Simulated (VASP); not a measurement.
# GaN (P6_3mc) in VASP: further runs

The runs below take GaN through relaxation of cell and atoms, with PBEsol, AM05.

Everything below comes from runs of VASP 6.6.1. Logs are shortened: lines on timing, memory, paths and dates and some standing lists are left out, and cuts for length are marked.

### Step 1. Starting point

Symmetry: P6_3mc, No. 186, hexagonal system. The conventional cell has a = 3.180 Å, b = 3.180 Å, c = 5.184 Å, α = 90.00°, β = 90.00°, γ = 120.00°. Ga (site symmetry 3m) is surrounded by 4 N at 1.94 to 1.95 Å. N (site symmetry 3m) is surrounded by 4 Ga at 1.94 to 1.95 Å.

### Step 2. Relaxation of cell and atoms, PBEsol

File INCAR:

```
ALGO = Normal
EDIFF = 1E-7
EDIFFG = -0.005
ENCUT = 600
GGA = PS
IBRION = 2
ISIF = 3
ISMEAR = 0
LASPH = T
LCHARG = F
LREAL = F
LWAVE = F
NELM = 80
NSW = 90
PREC = Accurate
SIGMA = 0.03
```

File KPOINTS:

```
k-points
0
Gamma
  12 12 5
```

File POSCAR:

```
GaN                                     
1.0
    3.1796023884      0.0000000000      0.0000000000
   -1.5898011942      2.7536164423     -0.0000000000
    0.0000000000     -0.0000000000      5.1837589817
  Ga              N             
     2     2
Direct
     0.3333333332999970    0.6666666667000030    0.9992962202991185
     0.6666666667000030    0.3333333332999970    0.4992962202991183
     0.3333333332999970    0.6666666667000030    0.3757037797008817
     0.6666666667000030    0.3333333332999970    0.8757037797008815
```

Potentials or basis: VASP PAW PBE potentials, release 64 (Ga_d, N).

Started as:

```
$ cat potpaw_PBE.64/Ga_d/POTCAR potpaw_PBE.64/N/POTCAR > POTCAR
$ mpirun -np 1 vasp_std > vasp.out
```

OUTCAR:

```text
EDIFF = 1E-7
   EDIFFG = -0.005
   ENCUT = 600
   GGA = PS
   IBRION = 2
   ISIF = 3
   ISMEAR = 0
   LASPH = T
   LREAL = F
   NELM = 80
   NSW = 90
   PREC = Accurate

 ion  position               nearest neighbor table
   1  0.333  0.667  0.999-   4 1.94   4 1.94   4 1.94   3 1.95
   2  0.667  0.333  0.499-   3 1.94   3 1.94   3 1.94   4 1.95
   3  0.333  0.667  0.376-   2 1.94   2 1.94   2 1.94   1 1.95
   4  0.667  0.333  0.876-   1 1.94   1 1.94   1 1.94   2 1.95

  LATTYP: Found a hexagonal cell.
 ALAT       =     3.1796023884
 C/A-ratio  =     1.6303167341

  Lattice vectors:

 A1 = (   3.1796023884,   0.0000000000,   0.0000000000)
 A2 = (  -1.5898011942,   2.7536164423,   0.0000000000)
 A3 = (   0.0000000000,   0.0000000000,   5.1837589817)

Analysis of symmetry for initial positions (statically):
=====================================================================
 Subroutine PRICEL returns:
 Original cell was already a primitive cell.

 Routine SETGRP: Setting up the symmetry group for a
 hexagonal supercell.

 Subroutine GETGRP returns: Found 12 space group operations
 (whereof  6 operations were pure point group operations)
 out of a pool of 24 trial point group operations.

The static configuration has the point symmetry C_3v.
 The point group associated with its full space group is C_6v.

Analysis of symmetry for dynamics (positions and initial velocities):
=====================================================================
 Subroutine PRICEL returns:
 Original cell was already a primitive cell.

 Routine SETGRP: Setting up the symmetry group for a
 hexagonal supercell.

 Subroutine GETGRP returns: Found 12 space group operations
 (whereof  6 operations were pure point group operations)
 out of a pool of 24 trial point group operations.

The dynamic configuration has the point symmetry C_3v.
 The point group associated with its full space group is C_6v.

 Subroutine INISYM returns: Found 12 space group operations
 (whereof  6 operations are pure point group operations),
 and found     1 'primitive' translations

----------------------------------------------------------------------------------------

                                     Primitive cell

  volume of cell :      45.3859

  direct lattice vectors                    reciprocal lattice vectors
     3.179602388  0.000000000  0.000000000     0.314504733  0.181579392  0.000000000
    -1.589801194  2.753616442  0.000000000     0.000000000  0.363158784  0.000000000
     0.000000000  0.000000000  5.183758982     0.000000000  0.000000000  0.192910203

  length of vectors
     3.179602388  3.179602388  5.183758982     0.363158784  0.363158784  0.192910203

  position of ions in fractional coordinates (direct lattice)
     0.333333333  0.666666667  0.999296220
     0.666666667  0.333333333  0.499296220
     0.333333333  0.666666667  0.375703780
     0.666666667  0.333333333  0.875703780

  ion indices of the primitive-cell ions
   primitive index   ion index
                 1           1
                 2           2
                 3           3
                 4           4

----------------------------------------------------------------------------------------

 KPOINTS: k-points

Automatic generation of k-mesh.
 Grid dimensions read from file:
 generate k-points for:   12   12    5

 Generating k-lattice:

  Cartesian coordinates                     Fractional coordinates (reciprocal lattice)
     0.026208728  0.015131616  0.000000000     0.083333333  0.000000000  0.000000000
     0.000000000  0.030263232  0.000000000     0.000000000  0.083333333  0.000000000
     0.000000000  0.000000000  0.038582041     0.000000000  0.000000000  0.200000000

  Length of vectors
     0.030263232  0.030263232  0.038582041

  Shift w.r.t. Gamma in fractional coordinates (k-lattice)
     0.000000000  0.000000000  0.000000000

 Subroutine IBZKPT returns following result:
 ===========================================

 Found     57 irreducible k-points:

 Following reciprocal coordinates:
            Coordinates               Weight
  0.000000  0.000000  0.000000      1.000000
  0.083333  0.000000  0.000000      6.000000
  0.166667  0.000000  0.000000      6.000000
  0.250000  0.000000  0.000000      6.000000
  0.333333  0.000000  0.000000      6.000000
  0.416667  0.000000  0.000000      6.000000
[... 16 lines left out ...]
  0.250000  0.000000  0.200000     12.000000
  0.333333  0.000000  0.200000     12.000000
 [... further k-points ...]
   k-points           NKPTS =     57   k-points in BZ     NKDIM =     57   number of bands    NBANDS=     22
   number of dos      NEDOS =    301   number of ions     NIONS =      4
   total plane-waves  NPLWV =  32928
   dimension x,y,z NGX =    28 NGY =   28 NGZ =   42
   dimension x,y,z NGXF=    56 NGYF=   56 NGZF=   84
   ions per type =               2   2
   NGX,Y,Z   is equivalent  to a cutoff of  14.64, 14.64, 13.47 a.u.
   NGXF,Y,Z  is equivalent  to a cutoff of  29.28, 29.28, 26.94 a.u.
 SYSTEM =  unknown system
   PREC   = accura    normal or accurate (medium, high low for compatibility)
   ISTART =      0    job   : 0-new  1-cont  2-samecut
   ICHARG =      2    charge: 1-file 2-atom 10-const
   ISPIN  =      1    spin polarized calculation?
   LNONCOLLINEAR =      F non collinear calculations
   LSORBIT =      F    spin-orbit coupling
   LASPH  =      T    aspherical Exc in radial PAW
   ENCUT  =  600.0 eV  44.10 Ry    6.64 a.u.   6.35  6.35 10.35*2*pi/ulx,y,z
   NELM   =     80;   NELMIN=  2; NELMDL= -5     # of ELM steps
   EDIFF  = 0.1E-06   stopping-criterion for ELM
   LREAL  =      F    real-space projection
   EDIFFG = -.5E-02   stopping-criterion for IOM
   NSW    =     90    number of steps for IOM
   IBRION =      2    ionic relax: 0-MD 1-quasi-New 2-CG
   NFREE  =      1    steps in history (QN), initial steepest desc. (CG)
   ISIF   =      3    stress and relaxation
   ISYM   =      2    0-nonsym 1-usesym 2-fastsym
   POTIM  = 0.5000    time-step for ionic-motion
   TEBEG  =    0.0;   TEEND  =   0.0 temperature during run
   PSTRESS=    0.0 pullay stress
   NELECT =      36.0000    total number of electrons
   NUPDOWN=      -1.0000    fix difference up-down
   EMIN   =  10.00;   EMAX   =-10.00  energy-range for DOS
   EFERMI =   0.00;   METHOD = LEGACY
   ISMEAR =     0;   SIGMA  =   0.03  broadening in eV -4-tet -1-fermi 0-gaus
   EFERMI_NEDOS =   21; number of points for ismear=-14 and -15
   IALGO  =     38    algorithm
   IMIX   =      4    mixing-type and parameters
     AMIX     =   0.40;   BMIX     =  1.00
     AMIX_MAG =   1.60;   BMIX_MAG =  1.00
  volume/ion in A,a.u.               =      11.35        76.57
  Fermi-wavevector in a.u.,A,eV,Ry     =   1.515428  2.863744 31.246080  2.296522
  Thomas-Fermi vector in A             =   2.624953
   LORBIT       =      0    0 simple, 1 ext, 2 COOP (PROOUT), +10 PAW based schemes
   GGA     = PS    functional components
   LHFCALC =     F    Hartree Fock is set to
   AEXX    =    0.0000 exact exchange contribution
   IVDW    =     0    specifies the selected vdW correction
   LEPSILON=     F    determine dielectric tensor
   LRPA    =     F    only Hartree local field effects (RPA)
 conjugate gradient relaxation of ions
 non-spin polarized calculation
 Gauss-broadening in eV      SIGMA  =   0.03
  energy-cutoff  :      600.00
  volume of cell :       45.39
 maximum number of plane-waves:      1533
 NGX is ok and might be reduce to    28
   NGX = 13   NGY = 13   NGZ = 21

--------------------------------------- Ionic step        1  -------------------------------------------

 number of electron      35.9999995 magnetization

 Free energy of the ion-electron system (eV)
  ---------------------------------------------------
  ext. energy  EPLUGINS =         0.00000000
  ---------------------------------------------------
  free energy    TOTEN  =       -26.27206286 eV

  energy without entropy =      -26.27206286  energy(sigma->0) =      -26.27206286

------------------------ aborting loop because EDIFF is reached ----------------------------------------

  FORCE on cell =-STRESS in cart. coord.  units (eV):
  Direction    XX          YY          ZZ          XY          YZ          ZX
  --------------------------------------------------------------------------------------
  -------------------------------------------------------------------------------------
  Total        0.0164287      0.0164287     -0.0086086      0.0000000      0.0000000      0.0000000
  in kB        0.5799542      0.5799542     -0.3038942      0.0000000      0.0000000      0.0000000
  external PRESSURE =       0.2853380 kB  Pullay stress =       0.0000000 kB

 VOLUME and BASIS-vectors are now :
 -----------------------------------------------------------------------------
  energy-cutoff  :      600.00
  volume of cell :       45.39
      direct lattice vectors                 reciprocal lattice vectors
     3.179602388  0.000000000  0.000000000     0.314504733  0.181579392  0.000000000
    -1.589801194  2.753616442  0.000000000     0.000000000  0.363158784  0.000000000
     0.000000000  0.000000000  5.183758982     0.000000000  0.000000000  0.192910203

 POSITION                                       TOTAL-FORCE (eV/Angst)
 -----------------------------------------------------------------------------------
     -0.00000      1.83574      5.18011         0.000000     -0.000000     -0.006013
      1.58980      0.91787      2.58823         0.000000      0.000000     -0.006013
     -0.00000      1.83574      1.94756        -0.000000     -0.000000      0.006013
      1.58980      0.91787      4.53944        -0.000000      0.000000      0.006013
 -----------------------------------------------------------------------------------
    total drift:                               -0.000000     -0.000000     -0.000359

  FREE ENERGIE OF THE ION-ELECTRON SYSTEM (eV)
  ---------------------------------------------------
  free  energy   TOTEN  =       -26.2720628629 eV

  energy  without entropy=      -26.2720628629  energy(sigma->0) =      -26.27206286

--------------------------------------- Ionic step        2  -------------------------------------------

 number of electron      35.9999995 magnetization

 Free energy of the ion-electron system (eV)
  ---------------------------------------------------
  ext. energy  EPLUGINS =         0.00000000
  ---------------------------------------------------
  free energy    TOTEN  =       -26.27207214 eV

  energy without entropy =      -26.27207214  energy(sigma->0) =      -26.27207214

 E-fermi :   5.3932     XC(G=0): -11.9388

 val. band max:        5.2575891012   @ k =   0.0000   0.0000   0.0000
 cond. band min:       7.1627982668   @ k =   0.0000   0.0000   0.0000
 fundamental gap:      1.9052091657
 Fermi energy:         5.3932374329

 k-point     1 :       0.0000    0.0000    0.0000
  band No.  band energies     occupation
      1     -10.7776      2.00000
      2      -9.8022      2.00000
      3      -8.1505      2.00000
      4      -8.1343      2.00000
      5      -8.1343      2.00000
      6      -8.0712      2.00000
[... 14 lines left out ...]
     21      14.3807      0.00000
     22      15.0906      0.00000

 k-point     2 :       0.0833    0.0000    0.0000
  band No.  band energies     occupation
      1     -10.7065      2.00000
      2      -9.7832      2.00000
      3      -8.1442      2.00000
      4      -8.1239      2.00000
      5      -8.1128      2.00000
      6      -8.0635      2.00000
[... 14 lines left out ...]
     21      14.1905      0.00000
     22      14.5850      0.00000
[... 523 lines left out ...]
     21      12.4826      0.00000
     22      13.5232      0.00000

 k-point    24 :       0.3333    0.0000    0.2000
  band No.  band energies     occupation
      1      -9.9535      2.00000
      2      -9.6566      2.00000
      3      -8.0873      2.00000
      4      -8.0458      2.00000
      5      -8.0015      2.00000
      6      -7.9267      2.00000
[... 14 lines left out ...]
     21      12.2990      0.00000
     22      13.4376      0.00000

 [... further k-points ...]
[... 5 lines left out ...]
  --------------------------------------------------------------------------------------
  -------------------------------------------------------------------------------------
  Total       -0.0041250     -0.0041250     -0.0118146      0.0000000      0.0000000     -0.0000000
  in kB       -0.1455741     -0.1455741     -0.4169471      0.0000000      0.0000000     -0.0000000
  external PRESSURE =      -0.2360318 kB  Pullay stress =       0.0000000 kB

 VOLUME and BASIS-vectors are now :
 -----------------------------------------------------------------------------
  energy-cutoff  :      600.00
  volume of cell :       45.40
      direct lattice vectors                 reciprocal lattice vectors
     3.180232399  0.000000000  0.000000000     0.314442429  0.181543421  0.000000000
    -1.590116200  2.754162048 -0.000000000     0.000000000  0.363086842  0.000000000
    -0.000000000  0.000000000  5.183220775    -0.000000000 -0.000000000  0.192930235

 POSITION                                       TOTAL-FORCE (eV/Angst)
 -----------------------------------------------------------------------------------
     -0.00000      1.83611      5.17928         0.000000      0.000000     -0.002305
      1.59012      0.91805      2.58767         0.000000     -0.000000     -0.002305
     -0.00000      1.83611      1.94765        -0.000000      0.000000      0.002305
      1.59012      0.91805      4.53926        -0.000000      0.000000      0.002305
 -----------------------------------------------------------------------------------
    total drift:                               -0.000000     -0.000000      0.000104

  FREE ENERGIE OF THE ION-ELECTRON SYSTEM (eV)
  ---------------------------------------------------
  free  energy   TOTEN  =       -26.2720721387 eV

  energy  without entropy=      -26.2720721387  energy(sigma->0) =      -26.27207214

 reached required accuracy - stopping structural energy minimisation
```

It took 99 s on 1 thread of Intel Xeon Platinum 8488C (Sapphire Rapids), shared host; peak memory 0.22 GiB.

What came out:

| Quantity | Value |
| --- | --- |
| Free energy | -26.2721 eV |
| Relaxed volume | 11.35 Å³/atom |
| Relaxed cell | a = 3.180 Å, b = 3.180 Å, c = 5.183 Å, α = 90.00°, β = 90.00°, γ = 120.00° |
| Space group after relaxing (to 0.05 Å) | P6_3mc (No. 186) |
| Energy gained by relaxing | 0.0 meV/atom |
| Ionic steps | 2 |
| Pressure after relaxing | 0.0 GPa |
| Band gap on the k mesh | 1.91 eV, direct |

Forces on the atoms (eV/Å):
```
Ga   0.000  0.000 -0.002
Ga   0.000  0.000 -0.002
N    0.000  0.000  0.002
N    0.000  0.000  0.002
```

Final structure:
```yaml
crystal:
  lattice:
    - [3.18023, 0.00000, 0.00000]
    - [-1.59012, 2.75416, 0.00000]
    - [0.00000, 0.00000, 5.18322]
  atoms:
    - { symbol: Ga, position: [0.33333, 0.66667, 0.99924] }
    - { symbol: Ga, position: [0.66667, 0.33333, 0.49924] }
    - { symbol: N, position: [0.33333, 0.66667, 0.37576] }
    - { symbol: N, position: [0.66667, 0.33333, 0.87576] }
```

Caveat: the PAW data sets were made with another functional, which shifts forces and pressure a little. PBEsol gaps usually lie below the measured ones, often by a third to a half.

### Step 3. Relaxation of cell and atoms, AM05

This run uses another cell than the first one, of 11.31 Å³/atom, 0.997 times its volume.

File INCAR:

```
SYSTEM = GaN
PREC = Accurate
ENCUT = 600
EDIFF = 1E-6
ISMEAR = 0
SIGMA = 0.03
LREAL = .False.
LASPH = .True.
NELM = 80
ALGO = Normal
ISIF = 3
LWAVE = .False.
LCHARG = .False.
GGA = AM
IBRION = 2
NSW = 90
EDIFFG = -0.01
```

File KPOINTS:

```
regular mesh
0
Gamma
  12 12 5
  0 0 0
```

File POSCAR:

```
GaN
1.0
    3.1800000000      0.0000000000      0.0000000000
   -1.5900000000      2.7539607840      0.0000000000
    0.0000000000      0.0000000000      5.1660000000
Ga N
2 2
Direct
    0.3333333333      0.6666666667      0.0000000000
    0.6666666667      0.3333333333      0.5000000000
    0.3333333333      0.6666666667      0.3750000000
    0.6666666667      0.3333333333      0.8750000000
```

Potentials or basis: VASP PAW PBE potentials, release 64 (Ga_d, N).

Started as:

```
$ cat potpaw_PBE.64/Ga_d/POTCAR potpaw_PBE.64/N/POTCAR > POTCAR
$ mpirun -np 1 vasp_std > vasp.out
```

Run time: 74 s. Hardware: 1 thread of Intel Xeon 6975P-C (Granite Rapids), shared host; peak memory 0.22 GiB.

It converged, with:

```
Free energy                            : -25.3907 eV
Relaxed volume                         : 11.33 Å³/atom
Relaxed cell                           : a = 3.178 Å, b = 3.178 Å, c = 5.183 Å, α = 90.00°, β = 90.00°, γ = 120.00°
Space group after relaxing (to 0.05 Å) : P6_3mc (No. 186)
Energy gained by relaxing              : 0.4 meV/atom
Ionic steps                            : 4
Pressure after relaxing                : 0.0 GPa
Largest force after relaxing           : 0.007 eV/Å
Band gap on the k mesh                 : 2.01 eV, direct
```

Forces in eV/Å, atoms in the order of the input:
```
Ga   0.000  0.000 -0.007
Ga   0.000  0.000 -0.007
N    0.000  0.000  0.007
N    0.000  0.000  0.007
```

Stress tensor (GPa, compression positive):
```
 0.04  0.00  0.00
 0.00  0.04  0.00
 0.00  0.00 -0.12
```

The path:
| step | energy change (eV) | largest force (eV/Å) | pressure (GPa) | volume (Å³) |
| --- | --- | --- | --- | --- |
| 1 | 0.0000 | 0.1330 | 0.36 | 45.24 |
| 2 | -0.0006 | 0.0816 | -0.26 | 45.41 |
| 3 | -0.0017 | 0.0110 | 0.05 | 45.33 |
| 4 | -0.0017 | 0.0073 | -0.01 | 45.34 |

Final structure:
```
CELL_PARAMETERS angstrom
3.17817 0.00000 0.00000
-1.58909 2.75238 0.00000
0.00000 0.00000 5.18268
ATOMIC_POSITIONS crystal
Ga 0.33333 0.66667 0.99930
Ga 0.66667 0.33333 0.49930
N 0.33333 0.66667 0.37570
N 0.66667 0.33333 0.87570
```

Levels at points of the mesh, in eV from the valence-band top:
| k point | band 14 | band 15 | band 16 | band 17 | band 18 | band 19 | band 20 | band 21 | band 22 |
| --- | --- | --- | --- | --- | --- | --- | --- | --- | --- |
| (0.00, 0.00, 0.00) | -1.05 | -1.05 | -0.05 | 0.00 | 0.00 | 2.01 | 4.30 | 9.19 | 9.87 |
| (0.50, 0.00, 0.00) | -5.35 | -4.28 | -2.79 | -2.26 | -1.02 | 5.03 | 5.59 | 6.01 | 8.64 |

Caveat: the PAW data sets were made with another functional, which shifts forces and pressure a little.
